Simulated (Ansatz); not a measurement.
# NbC: one crystal by all-electron and frozen-core methods

The same cell of NbC is computed with all-electron LAPW, frozen-core PAW and all-electron PAW on datasets made for the crystal, to set the results side by side.

Method: DFT PBEsol, scalar-relativistic, in Ansatz 0.2.0.

**1. The system as given**

The structure is cubic, space group Fm-3m (No. 225). Conventional cell: a = 4.400 Å, b = 4.400 Å, c = 4.400 Å, α = 90.00°, β = 90.00°, γ = 90.00°. Nb (site symmetry m-3m) is surrounded by 6 C at 2.20 Å. C (site symmetry m-3m) has 6 Nb at 2.20 Å as nearest neighbours.

Structure file:

```cif
data_structure
_symmetry_space_group_name_H-M 'Fm-3m'
_symmetry_Int_Tables_number 225
_cell_length_a 4.4000
_cell_length_b 4.4000
_cell_length_c 4.4000
_cell_angle_alpha 90.000
_cell_angle_beta 90.000
_cell_angle_gamma 90.000
_cell_volume 85.18
loop_
_atom_site_label
_atom_site_type_symbol
_atom_site_symmetry_multiplicity
_atom_site_Wyckoff_symbol
_atom_site_fract_x
_atom_site_fract_y
_atom_site_fract_z
_atom_site_occupancy
Nb1 Nb 4 a 0.00000 0.00000 0.00000 1
C1 C 4 b 0.50000 0.00000 0.00000 1
```

The file gives the conventional cell by its symmetry; the runs use the cell typed in the input.

The cell comes from a crystallographic database entry that wasn't checked; take it as a given geometry, which may be far from equilibrium.

Atoms are numbered in the order of the input: Nb1, C2.

**2. All-electron LAPW**

The input, input.yaml:

```yaml
crystal:
  lattice:
    - [0.0, 2.2, 2.2]
    - [2.2, 0.0, 2.2]
    - [2.2, 2.2, 0.0]
  atoms:
    - { symbol: Nb, position: [0.0, 0.0, 0.0] }
    - { symbol: C, position: [0.5, 0.5, 0.5] }
kpoints:
  mp_grid: { grid: [14, 14, 14] }
  band_path:
    path:
      - [0.0, 0.0, 0.0]
      - [0.5, 0.0, 0.5]
      - [0.625, 0.25, 0.625]
      - [0.375, 0.375, 0.75]
      - [0.0, 0.0, 0.0]
      - [0.5, 0.5, 0.5]
      - [0.5, 0.25, 0.75]
      - [0.5, 0.0, 0.5]
    npoints: 14
scf:
  occupations: { method: fermi_dirac, width: 0.08 }
hamiltonian:
  xc: pbesol
  pseudopotentials: { kind: all_electron, lapw: { basis_error: 0.00025 } }
output:
  forces: true
  stress: true
  eigenvalues: true
  populations: true
  dos: { projected: true, de: 0.2, e_range: [-14, 8] }
```

Started as:

```console
$ ansatz run input.yaml --threads 1 --pin off --max-ram 3072MiB --backend cpu --events-out ev --progress --plain --runs-dir out
```

The log of the run (excerpt; [...] marks lines left out):

```text
Nb: projections on atomic orbitals take those of the free atom 1s2 2s2 2p6 3s2 3p6 3d10 4s2 4p6 4d4 5s1, of charge +0.00 (hamiltonian.pseudopotentials.projection_atoms)
C: projections on atomic orbitals take those of the free atom 1s2 2s2 2p2, of charge +0.00 (hamiltonian.pseudopotentials.projection_atoms)
LAPW: plane waves up to 9.515 Å⁻¹, error target 2.5e-4 eV per atom; small_component_spin mean_spin; C in spheres of 0.974 Å, 6 of its electrons in bands, Dirac shells []; Nb in spheres of 1.226 Å, 31 of its electrons in bands, Dirac shells []
[...]
Pseudopotentials: kind: all_electron
Pseudopotential: Nb, LAPW, valence charge 31, Koelling and Harmon's equation, gaussian nucleus
Pseudopotential: C, LAPW, valence charge 6, Koelling and Harmon's equation, gaussian nucleus
Functional definition: PBEsol
[...]
Crystal: 2 atoms, lattice volume = 21.296 Å³
Basis set: ecut = 344.96573929938216 eV, 331 PW (Γ), exchange–correlation at level 2
Bands: 23, of which v1, the nominal top of the filled ones, is band 19 counted from 1 (18 counted from 0)
Symmetry: 48 space group operations
Space group: Fm-3m (ITA 225), of the structure as read, at distance tolerance 2.8e-5 Å
k-points: 104 of 2744
[...]
SCF iter   1: F=—  HF=-104926.320105 eV  |F-HF|=—  |Δ(HF+E_count)|=         —  Δρ=1.81e-1  dr2=8.83e0  ethr=2.39e-2  ⟨swp⟩=2.0  Hψ=15242  notcnv=0
[...]
the basis was enlarged: its passes take 244.2 KiB over the memory plan, 1 of 1 planned eigensolver slots
[...]
SCF iter  10: F=-104922.751388 eV  HF=-104922.751388 eV  |F-HF|=5.12e-9  |Δ(HF+E_count)|=   5.27e-8  Δρ=6.25e-6  dr2=8.76e-9  ethr=4.96e-10  ⟨swp⟩=2.0  Hψ=7794  notcnv=0
[...]
NSCF: frozen V_eff on 99 k-points
SCF converged after 10 iterations
Free energy (F): -104922.751388 eV
[...]
E sigma→0 (E₀):  -104922.744464 eV
Entropy (-TS):   -0.013847 eV (-6.923 meV/atom)
Fermi energy:    21.625845 eV
[...]
--- Forces (eV/Å), atoms counted from 1 ---
  atom   1  Nb    -0.00000000    -0.00000000     0.00000000
  atom   2  C      0.00000000    -0.00000000    -0.00000000
[...]
--- Stress (GPa, compression-positive) ---
       11.607094       0.000000       0.000000
        0.000000      11.607094      -0.000000
        0.000000      -0.000000      11.607094
  P = ⅓ Tr σ = 11.6071 GPa (116.071 kbar)
--- Band table (eV; the first three rows and the last of 104) ---
[...]
--- Löwdin populations: 2 sites ---
  site symbol       q [e]
     0     Nb     40.3356
     1      C      6.6229
  spilling = 0.000882 (of n_electrons = 47.000000)
```

Wall time 30 s (1 thread of Arm Neoverse V2, shared host); peak memory 0.51 GiB.

This run gives: pressure 11.61 GPa; no gap.

Levels at the path's labelled points, in eV from the Fermi level:

```
point  band 16  band 17  band 18  band 19  band 20  band 21  band 22
    Γ    -1.46    -1.46    -1.46    -0.29    -0.29    -0.29     0.35
    X    -4.53    -3.88    -1.35    -1.35     2.12     3.48     3.48
    U    -5.41    -4.32    -3.68    -0.37     2.65     3.65     5.92
    K    -5.41    -4.32    -3.68    -0.37     2.65     3.65     5.92
    Γ    -1.46    -1.46    -1.46    -0.29    -0.29    -0.29     0.35
    L    -7.92    -5.43    -5.43     2.28     2.28     3.80     5.81
    W    -4.88    -4.55    -4.55     1.59     1.59     3.49     5.53
    X    -4.53    -3.88    -1.35    -1.35     2.12     3.48     3.48
```

States per cell, counted by energy window (eV from the Fermi level, on a grid of 0.20 eV):

| from | to | total | Nb 4d | C 2p |
| --- | --- | --- | --- | --- |
| -10 | -9 | 0.03 | 0.00 | 0.00 |
| -9 | -8 | 0.00 | 0.00 | 0.00 |
| -8 | -7 | 0.13 | 0.06 | 0.05 |
| -7 | -6 | 0.68 | 0.29 | 0.31 |
| -6 | -5 | 0.97 | 0.40 | 0.47 |
| -5 | -4 | 2.90 | 1.43 | 1.33 |
| -4 | -3 | 0.88 | 0.44 | 0.41 |
| -3 | -2 | 0.38 | 0.17 | 0.20 |
| -2 | -1 | 0.37 | 0.18 | 0.17 |
| -1 | 0 | 0.62 | 0.39 | 0.20 |
| 0 | 1 | 0.79 | 0.57 | 0.18 |
| 1 | 2 | 1.05 | 0.81 | 0.19 |
| 2 | 3 | 1.70 | 1.38 | 0.25 |
| 3 | 4 | 1.94 | 1.38 | 0.47 |
| 4 | 5 | 0.51 | 0.28 | 0.16 |

**3. Frozen-core PAW**

input.yaml: that of step 2 with these lines changed.

```diff
@@ -25,3 +25,3 @@
   xc: pbesol
-  pseudopotentials: { kind: all_electron, lapw: { basis_error: 0.00025 } }
+  pseudopotentials: { kind: paw }
 output:
@@ -30,3 +30,9 @@
   eigenvalues: true
+  efg: { contact_densities: true }
   populations: true
+  bader: true
   dos: { projected: true, de: 0.2, e_range: [-14, 8] }
+  write_density: true
+  write_potential: true
+  elf: true
+  volumetric_format: npy
```

Started as:

```console
$ ansatz run input.yaml --threads 1 --pin off --max-ram 3072MiB --backend cpu --events-out ev --progress --plain --runs-dir out
```

The log of the run:

```text
Nb: output.efg is read without spin–orbit coupling, which moves field gradients at and beside such atoms by some per cent and up to a factor of two; PAW files take it under magnetization.noncollinear and magnetization.spin_orbit
Engine: ansatz 0.2.0
Pseudopotentials: kind: paw
Pseudopotential: Nb, paw, valence charge 13, recommended cutoff 420 eV (normal)
Pseudopotential: C, paw, valence charge 4, recommended cutoff 420 eV (normal)
Functional definition: PBEsol
  exchange = pbesol_x
  correlation = pbesol_c
Crystal: 2 atoms, lattice volume = 21.296 Å³
Basis set: ecut = 420 eV, 411 PW (Γ), exchange–correlation on 48×48×48 points (8 copies of the dense FFT grid, shifted against one another)
Bands: 13, of which v1, the nominal top of the filled ones, is band 9 counted from 1 (8 counted from 0)
Symmetry: 48 space group operations
Space group: Fm-3m (ITA 225), of the structure as read, at distance tolerance 2.8e-5 Å
k-points: 104 of 2744
Non-local potential: Nb, projectors of the file, l = 0: 3, l = 1: 2, l = 2: 2, l = 3: 1
Non-local potential: C, projectors of the file, l = 0: 2, l = 1: 2, l = 2: 1
PAW form: soft (Blöchl's): semilocal exchange-correlation on the pseudo side does not see the compensation charge
PAW frozen core: Nb, regenerated for the run's functional, and the local potential with it (the file was generated under x = pbe(κ = 0.804, μ = 0.2195149727645171), c = pbe(β = 0.06672455060314922))
PAW frozen core: C, regenerated for the run's functional, and the local potential with it (the file was generated under x = pbe(κ = 0.804, μ = 0.2195149727645171), c = pbe(β = 0.06672455060314922))
PAW one-centre angular grid: Nb, 590 points (default); XC on 64 Gauss nodes
PAW one-centre angular grid: C, 110 points (default); XC on 64 Gauss nodes
Initial density: superposition of atomic densities (neutral atoms: chi_scale 0, normalization atom), corrected by the library's trained network
Initial wavefunctions: pseudopotential atomic-orbital guess
Functional: x = pbesol(κ = 0.804, μ = 0.12345679012345678), c = pbesol(β = 0.046)
SCF iter   1: F=—  HF=-4743.370288 eV  |F-HF|=—  |Δ(HF+E_count)|=         —  Δρ=6.29e-3  dr2=8.31e-3  ethr=1.77e-3  ⟨swp⟩=5.1  Hψ=16042  notcnv=0  defer=22
automatic band count: the SCF goes on with 17 bands, as 13 were too few: the levels above may hold too much charge
preconditioner: auto → none  [metal: Δε(μ)=0.102 eV  Ē_g=14.464 eV  σ=0.080 eV  W_gap=0.31  n_scr=8 (ndim 8)  ℏωp=24.1 eV  f_vac=0.000  D(μ)=0.64/eV (n_scr^D=0)  sad-step TF]
SCF iter   2: F=—  HF=-4743.368935 eV  |F-HF|=—  |Δ(HF+E_count)|=   1.35e-3  Δρ=4.17e-3  dr2=3.96e-3  ethr=4.89e-5  ⟨swp⟩=1.0  Hψ=2600  notcnv=0  defer=28
SCF iter   3: F=—  HF=-4743.367972 eV  |F-HF|=—  |Δ(HF+E_count)|=   9.63e-4  Δρ=4.94e-4  dr2=3.80e-5  ethr=2.33e-5  ⟨swp⟩=1.8  Hψ=1744  notcnv=0  defer=29
SCF iter   4: F=—  HF=-4743.367958 eV  |F-HF|=—  |Δ(HF+E_count)|=   1.42e-5  Δρ=9.23e-5  dr2=1.27e-6  ethr=2.24e-7  ⟨swp⟩=2.6  Hψ=2359  notcnv=0  defer=29
iter 5 did not close the SCF: its close was put off for the readings that it lacked (scf_convergence_deferred on its scf_iter line)
SCF iter   5: F=-4743.367958 eV  HF=-4743.367958 eV  |F-HF|=1.23e-8  |Δ(HF+E_count)|=   9.16e-8  Δρ=1.08e-5  dr2=1.91e-8  ethr=7.48e-9  ⟨swp⟩=1.8  Hψ=1719  notcnv=0  defer=29
SCF iter   6: F=-4743.367958 eV  HF=-4743.367958 eV  |F-HF|=3.00e-11  |Δ(HF+E_count)|=   5.94e-9  Δρ=1.23e-6  dr2=1.25e-10  ethr=1.12e-10  ⟨swp⟩=7.8  Hψ=9377  notcnv=0
SCF 1 converged in 6 iterations: F = -4743.367958 eV  dr2 = 1.25e-10
NSCF: frozen V_eff on 99 k-points
SCF converged after 6 iterations
Free energy (F): -4743.367958 eV
Harris-Foulkes:  -4743.367958 eV  (|F-HF|=3.00e-11)
Internal energy: -4743.354101 eV  (E = F + TS)
E sigma→0 (E₀):  -4743.361029 eV
Entropy (-TS):   -0.013857 eV (-6.928 meV/atom)
Fermi energy:    19.720220 eV
--- Per-component energies (eV) ---
  E_band       = -17.883111
  E_kinetic    = 488.103921
  E_local      = -672.178467  (includes V_loc(G=0)·N_el)
  E_nonlocal   = 145.901176
  E_hartree    = 204.974432
  E_xc         = -224.923071
  E_vxc        = -275.459613  (∫ρ·V_xc dr)
  E_paw        = -3112.065141  (= ΣΔE_a)
  E_vpaw       = -114.198844  (= ΣTr[D̂ρ^β])
  E_aug_tail   = 0.000018  (compensation charges beyond the density's cutoff)
  E_ewald      = -1573.376778
  E_core_change = 0.209809  (= ΣΔE_core)
  E_smearing   = -0.013857  (= −TS)
  E_closure    = 0.000000  (closes the sum)
  Σ components = -4743.367958   (vs F -4743.367958, Δ=0.00e0)
--- Forces (eV/Å), atoms counted from 1 ---
  atom   1  Nb    -0.00000000     0.00000000     0.00000000
  atom   2  C      0.00000000    -0.00000000     0.00000000
  max |Σ_I F_I| component: 7.36e-30 eV/Å
--- Stress (GPa, compression-positive) ---
       11.662967       0.000000       0.000000
       -0.000000      11.662967       0.000000
       -0.000000       0.000000      11.662967
  P = ⅓ Tr σ = 11.6630 GPa (116.630 kbar)
--- PAW observables at the nuclei: V_zz in 10²¹ V/m², potentials from the cell's mean, atoms counted from 1 ---
  atom   1  Nb V_zz =    +0.000000   η = 0.0000   by run symmetry: forbidden
            electrostatic potential = -6145.655534 V   contact ρ = 540033.824505 e/Å³
  atom   2  C  V_zz =    +0.000000   η = 0.0000   by run symmetry: forbidden
            electrostatic potential = -427.408353 V   contact ρ = 862.169895 e/Å³
--- Band table (eV; the first three rows and the last of 104) ---
  k-point 0: bands = ["-35.8460", "-11.5591", "-11.5591", "-11.5591", "6.0200", "18.2626", "18.2626", "18.2626", "19.4293", "19.4293", "19.4293", "20.0704", "20.0704", "27.8548", "29.5384", "42.7547", "42.7547"]
  k-point 1: bands = ["-35.8394", "-11.6130", "-11.5639", "-11.5639", "6.1604", "17.6688", "18.0102", "18.0102", "18.7873", "18.7873", "19.7702", "21.2387", "21.2387", "28.0897", "29.8781", "41.6321", "42.1297"]
  k-point 2: bands = ["-35.8209", "-11.7618", "-11.5774", "-11.5774", "6.5635", "16.5869", "17.0234", "17.0234", "18.9986", "18.9986", "20.2165", "22.8163", "22.8163", "28.6635", "30.7853", "39.7820", "40.4920"]
  k-point 103: bands = ["-35.6662", "-12.2380", "-12.1178", "-11.9226", "8.1703", "14.9760", "15.0972", "15.2677", "20.7248", "21.8566", "23.2031", "24.9813", "25.8155", "32.6399", "33.6270", "33.7023", "37.4459"]
--- Löwdin populations: 2 sites ---
  site symbol       q [e]
     0     Nb     12.3487
     1      C      4.6044
  spilling = 0.002761 (of n_electrons = 17.000000)
--- Bader charges: 2 sites ---
  site symbol  charge [e]  shift [e]
     0     Nb      1.7102     0.0014
     1      C     -1.7102     0.0014
  estimated error of the sums over rays = 7.6e-4 e
```

Run time: 13 s. Hardware: 1 thread of Arm Neoverse V2, shared host; peak memory 0.35 GiB.

This run gives: pressure 11.66 GPa; no gap.

```
atom  Bader charge (e)  basin volume (Å³)
 Nb1             +1.71              10.67
  C2             -1.71              10.63
```

The fields are shown in the conventional cell of this run's space group, carried over from its grid by interpolation.

Density in a lattice plane of the grid's cell (edges 4.40 and 4.40 Å, at 0.000 of the third edge), which holds Nb and C.

Values in e/Å³, 12 rows by 12 columns:
```
5.04 4.13 1.51 0.52 0.73 1.35 1.64 1.35 0.73 0.52 1.51 4.12
2.22 1.51 0.57 0.33 0.44 0.73 0.92 0.73 0.44 0.32 0.57 1.51
0.66 0.52 0.33 0.26 0.33 0.52 0.66 0.52 0.32 0.26 0.32 0.52
0.92 0.73 0.44 0.33 0.57 1.51 2.22 1.51 0.57 0.32 0.44 0.73
1.64 1.35 0.73 0.52 1.51 4.13 5.04 4.12 1.51 0.52 0.73 1.35
1.69 1.64 0.92 0.66 2.22 5.04 4.22 5.04 2.22 0.66 0.92 1.64
1.64 1.35 0.73 0.52 1.51 4.12 5.04 4.13 1.51 0.52 0.73 1.35
0.92 0.73 0.44 0.32 0.57 1.51 2.22 1.51 0.57 0.33 0.44 0.73
0.66 0.52 0.32 0.26 0.32 0.52 0.66 0.52 0.33 0.26 0.33 0.52
2.22 1.51 0.57 0.32 0.44 0.73 0.92 0.73 0.44 0.33 0.57 1.51
5.04 4.12 1.51 0.52 0.73 1.35 1.64 1.35 0.73 0.52 1.51 4.13
4.22 5.04 2.22 0.66 0.92 1.64 1.69 1.64 0.92 0.66 2.22 5.04
```
Columns run along the first of these edges and rows up along the second, over one cell in 12 and 12 even steps from the bottom left corner. Atoms in the plane (fractional): Nb at (0.00, 0.00), Nb at (0.50, 0.50), C at (0.00, 0.50), C at (0.50, 0.00).

ELF in the same plane.

Values, 12 rows by 12 columns:
```
0.61 0.75 0.52 0.28 0.70 0.69 0.45 0.69 0.70 0.28 0.52 0.76
0.63 0.52 0.23 0.25 0.58 0.70 0.71 0.70 0.58 0.25 0.23 0.52
0.30 0.28 0.25 0.25 0.25 0.28 0.30 0.28 0.25 0.25 0.25 0.28
0.71 0.70 0.58 0.25 0.23 0.52 0.63 0.52 0.23 0.25 0.58 0.70
0.45 0.69 0.70 0.28 0.52 0.75 0.61 0.76 0.52 0.28 0.70 0.69
0.01 0.45 0.71 0.30 0.63 0.61 0.04 0.61 0.63 0.30 0.71 0.45
0.45 0.69 0.70 0.28 0.52 0.76 0.61 0.75 0.52 0.28 0.70 0.69
0.71 0.70 0.58 0.25 0.23 0.52 0.63 0.52 0.23 0.25 0.58 0.70
0.30 0.28 0.25 0.25 0.25 0.28 0.30 0.28 0.25 0.25 0.25 0.28
0.63 0.52 0.23 0.25 0.58 0.70 0.71 0.70 0.58 0.25 0.23 0.52
0.61 0.76 0.52 0.28 0.70 0.69 0.45 0.69 0.70 0.28 0.52 0.75
0.04 0.61 0.63 0.30 0.71 0.45 0.01 0.45 0.71 0.30 0.63 0.61
```
Columns run along the first of these edges and rows up along the second, over one cell in 12 and 12 even steps from the bottom left corner. Atoms in the plane (fractional): Nb at (0.00, 0.00), Nb at (0.50, 0.50), C at (0.00, 0.50), C at (0.50, 0.00).

Both are smooth fields of the valence electrons: close to the nuclei they are not physical.

Maxima of ELF outside the ion cores: 0.78 in the shell around C, 0.7 Å from C.

**4. All-electron PAW on datasets made for the crystal**

input.yaml: that of step 3 with these lines changed.

```diff
@@ -20,3 +20,3 @@
       - [0.5, 0.0, 0.5]
-    npoints: 14
+    npoints: 8
 scf:
@@ -25,3 +25,3 @@
   xc: pbesol
-  pseudopotentials: { kind: paw }
+  pseudopotentials: { kind: all_electron, datasets: crystal }
 output:
@@ -31,8 +31 @@
   efg: { contact_densities: true }
-  populations: true
-  bader: true
-  dos: { projected: true, de: 0.2, e_range: [-14, 8] }
-  write_density: true
-  write_potential: true
-  elf: true
-  volumetric_format: npy
```

Started as:

```console
$ ansatz run input.yaml --threads 1 --pin off --max-ram 3072MiB --backend cpu --events-out ev --progress --plain --runs-dir out
```

The log of the run (excerpt; [...] marks lines left out):

```text
[...]
band count auto-derived: 15 (N_el = 17.0; filled up to band 9; 13 by the electrons, moments and atoms)
Nb: output.efg is read without spin–orbit coupling, which moves field gradients at and beside such atoms by some per cent and up to a factor of two; PAW files take it under magnetization.noncollinear and magnetization.spin_orbit
[...]
Pseudopotentials: kind: all_electron
Pseudopotential: Nb, paw, valence charge 13, recommended cutoff 340 eV (normal), Koelling and Harmon's equation, gaussian nucleus
Pseudopotential: C, paw, valence charge 4, recommended cutoff 340 eV (normal), Koelling and Harmon's equation, gaussian nucleus
Functional definition: PBEsol
[...]
Crystal: 2 atoms, lattice volume = 21.296 Å³
Basis set: ecut = 340 eV, 307 PW (Γ), exchange–correlation on 40×40×40 points (8 copies of the dense FFT grid, shifted against one another)
[...]
--- Forces (eV/Å), atoms counted from 1 ---
  atom   1  Nb    -0.00000000     0.00000000    -0.00000000
  atom   2  C      0.00000000    -0.00000000     0.00000000
[...]
--- Stress (GPa, compression-positive) ---
       11.608448      -0.000000      -0.000000
        0.000000      11.608448       0.000000
        0.000000      -0.000000      11.608448
  P = ⅓ Tr σ = 11.6084 GPa (116.084 kbar)
--- PAW observables at the nuclei: V_zz in 10²¹ V/m², potentials from the cell's mean, atoms counted from 1 ---
  atom   1  Nb V_zz =    +0.000000   η = 0.0000   by run symmetry: forbidden
            electrostatic potential = -6143.807954 V   contact ρ = 540088.683925 e/Å³
  atom   2  C  V_zz =    -0.000000   η = 0.0000   by run symmetry: forbidden
            electrostatic potential = -426.621638 V   contact ρ = 862.317687 e/Å³
--- Band table (eV; the first three rows and the last of 104) ---
  k-point 0: bands = ["-33.9409", "-9.6496", "-9.6496", "-9.6496", "7.9258", "20.1678", "20.1678", "20.1678", "21.3337", "21.3337", "21.3337", "21.9735", "21.9735", "29.7754"]
[...]
```

Run time: 10 s. Hardware: 1 thread of Arm Neoverse V2, shared host; peak memory 0.44 GiB.

Read from it: pressure 11.61 GPa; no gap.

| atom | contact density (e/Å³) |
| --- | --- |
| Nb1 | 540088.7 |
| C2 | 862.3177 |

**5. Side by side**

```
          method  pressure (GPa)  SCF cycles, all passes
            LAPW           11.61                      10
             PAW           11.66                       6
crystal datasets           11.61                       8
```

**6. Summary of results**

| quantity | value |
| --- | --- |
| pressure | LAPW 11.61, PAW 11.66, crystal datasets 11.61 GPa |
| gap (LAPW) | none |
| Bader charges (PAW) | Nb1 +1.71, C2 -1.71 e |
| highest ELF (PAW) | 0.78, 0.69 Å from C |

What this shows: The pressure of 11.6 GPa pushes the cell to expand, with the atoms held in place. The count of 37 electrons in bands leaves a band partly filled, so there is no gap. Nb 4d carries the largest share, 71 %, of the projected states within 0.3 eV of the Fermi level. The projection holds only the free atom's occupied shells (Nb 5s, Nb 4p, Nb 4d, C 2s, C 2p in this range). In pressure, PAW differs from LAPW by +0.06 GPa. LAPW took about 2.3 times as long as PAW (30 s against 13 s, on a shared host and with the outputs that each input asks for).
